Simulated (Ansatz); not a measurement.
NbP:

```
CELL_PARAMETERS angstrom
-1.67492 1.67492 5.74011
1.67492 -1.67492 5.74011
1.67492 1.67492 -5.74011
ATOMIC_POSITIONS crystal
Nb 0.24988 0.74988 0.50000
Nb 0.49988 0.49988 0.00000
P 0.83275 0.33275 0.50000
P 0.08275 0.08275 0.00000
```

The cell is a database's computed one.

Base run:

```yaml
Program: Ansatz 0.2.0
Functional: r2SCAN
Potentials_or_basis: Ansatz PAW
Cutoff: "500 eV (not typed: the program's choice for these potentials)"
k_mesh: 11 × 11 × 11
Occupations: fermi-dirac, width 0.05 eV
Spin: no spin polarisation
```

Its results: band gap on the k mesh none (metal or under the smearing width); pressure -1.6 GPa.

Task: After a change of settings the same cell gave: band gap on the k mesh none (metal or under the smearing width); pressure 7.7 GPa. Which change was it?
A. functional from r2SCAN to BLYP; cutoff from 500 eV (not typed: the program's choice for these potentials) to 420 eV (not typed: the program's choice for these potentials)
B. functional from r2SCAN to revPBE; cutoff from 500 eV (not typed: the program's choice for these potentials) to 420 eV (not typed: the program's choice for these potentials)
C. functional from r2SCAN to RPBE; cutoff from 500 eV (not typed: the program's choice for these potentials) to 420 eV (not typed: the program's choice for these potentials)

Result: A.

Caveats: the PAW data sets come from PBE, with cores solved anew for the run's functional, which leaves a small shift of forces and pressure.

Runs at the PBE level aren't shown here.
